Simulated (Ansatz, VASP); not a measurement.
# One calculation of BN, two programs

INCAR

```
SYSTEM = BN
PREC = Accurate ; ENCUT = 520
EDIFF = 1E-6 ; ISMEAR = 0
SIGMA = 0.02 ; LREAL = .False.
LASPH = .True. ; NELM = 100
ALGO = Normal ; ISIF = 2
LWAVE = .False. ; LCHARG = .False.
GGA = PE ; NBANDS = 16
```

File KPOINTS:

```
Automatic mesh
0
Gamma
  12 12 4
  0 0 0
```

The input POSCAR:

```
BN
1.0
    2.4116939153      0.0000000000      0.0000000000
   -1.2058469577      2.0885881968      0.0000000000
    0.0000000000      0.0000000000      8.5433972801
B N
2 2
Direct
    0.3333333333      0.6666666667      0.2500000000
    0.6666666667      0.3333333333      0.7500000000
    0.3333333333      0.6666666667      0.7500000000
    0.6666666667      0.3333333333      0.2500000000
```

Input for Ansatz:

```yaml
crystal:
  lattice:
    - [2.4116939153, 0.0, 0.0]
    - [-1.2058469577, 2.0885881968, 0.0]
    - [0.0, 0.0, 8.5433972801]
  atoms:
    - { symbol: B, position: [0.3333333333, 0.6666666667, 0.25] }
    - { symbol: B, position: [0.6666666667, 0.3333333333, 0.75] }
    - { symbol: "N", position: [0.3333333333, 0.6666666667, 0.75] }
    - { symbol: "N", position: [0.6666666667, 0.3333333333, 0.25] }
basis:
  ecutwfc: 420
kpoints:
  mp_grid: { grid: [12, 12, 4] }
  band_path: { path: [VBM, CBM], npoints: 2 }
hamiltonian:
  xc: pbe
scf:
  occupations: { method: gaussian, width: 0.02 }
output:
  forces: true
  stress: true
  eigenvalues: true
checkpoint:
  read: start.run
  write: ck
  compress: false
  write_wavefunctions: false
  write_every: 100000
```

Alike in both runs: task single point; functional PBE; k mesh 12 × 12 × 4; occupations gaussian, width 0.02 eV; no spin polarisation.

```csv
,VASP,Ansatz
version,VASP 6.6.1,Ansatz 0.2.0
potentials or method,"VASP PAW PBE potentials, release 64 (B, N)","scalar-relativistic, plane waves, PAW"
plane-wave cutoff (eV),520,420
valence electrons in the cell,16,16
```

|  | VASP | Ansatz | Ansatz less VASP |
| --- | --- | --- | --- |
| gap on the k mesh at the Fermi level (eV) | 4.22 | 4.22 | +0.003 |
| least direct gap on the mesh (eV) | 4.97 | 4.97 | +0.004 |
| pressure (GPa) | 26.9 | 26.9 | -0.05 |
| largest component of the traceless stress (GPa) | 27.08 | 26.89 | -0.187 |

With one functional, cell and mesh, what is left measures potentials, basis and numerics.

Caveats: so large a pressure means that the cell lies far from this level's equilibrium, or that cutoff or potentials fall short (VASP); this functional lacks dispersion, which binds the layers, so the pressure and a relaxed spacing across them are unreliable. PBE gaps usually lie below the measured ones, often by a third to a half. A k mesh can miss the band edges.
